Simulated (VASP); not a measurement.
The system is SnO2 (Cassiterite).

```
Sn O
1.0
     4.73800    0.00000    0.00000
     0.00000    4.73800    0.00000
     0.00000    0.00000    3.18650
Sn O
2 4
Direct
  0.00000 0.00000 0.00000
  0.50000 0.50000 0.50000
  0.30710 0.30710 0.00000
  0.19290 0.80710 0.50000
  0.69290 0.69290 0.00000
  0.80710 0.19290 0.50000
```

| Property | Result |
| --- | --- |
| Program | VASP 6.6.1 |
| Task | relaxation of cell and atoms |
| Functional | PBEsol |
| Potentials or basis | VASP PAW PBE potentials, release 64 (Sn_d, O) |
| Cutoff | 600 eV |
| k mesh | 6 × 6 × 8 |
| Occupations | gaussian, width 0.03 eV |
| Spin | no spin polarisation |

At the start: pressure 5.2 GPa; volume 11.92 Å³/atom.

Task: How do energy, volume and symmetry change on relaxing?

Result: Over 5 steps the energy falls by 5.0 meV/atom and the volume is 12.20 Å³/atom (+2.3 %); space group P4_2/mnm (No. 136, to 0.05 Å).

The path:
| step | energy change (eV) | largest force (eV/Å) | pressure (GPa) | volume (Å³) |
| --- | --- | --- | --- | --- |
| 1 | 0.0000 | 0.2277 | 5.24 | 71.53 |
| 2 | 0.0238 | 0.2179 | -6.26 | 75.64 |
| 3 | -0.0302 | 0.0171 | -0.05 | 73.24 |
| 4 | -0.0302 | 0.0212 | 0.10 | 73.21 |
| 5 | -0.0302 | 0.0080 | 0.05 | 73.21 |

Final structure:
```yaml
crystal:
  lattice:
    - [4.77064, 0.00000, 0.00000]
    - [0.00000, 4.77064, 0.00000]
    - [0.00000, 0.00000, 3.21664]
  atoms:
    - { symbol: Sn, position: [0.00000, 0.00000, 0.00000] }
    - { symbol: Sn, position: [0.50000, 0.50000, 0.50000] }
    - { symbol: O, position: [0.30630, 0.30630, 0.00000] }
    - { symbol: O, position: [0.19370, 0.80630, 0.50000] }
    - { symbol: O, position: [0.69370, 0.69370, 0.00000] }
    - { symbol: O, position: [0.80630, 0.19370, 0.50000] }
```

Caveat: the PAW data sets were made with another functional, which shifts forces and pressure a little.
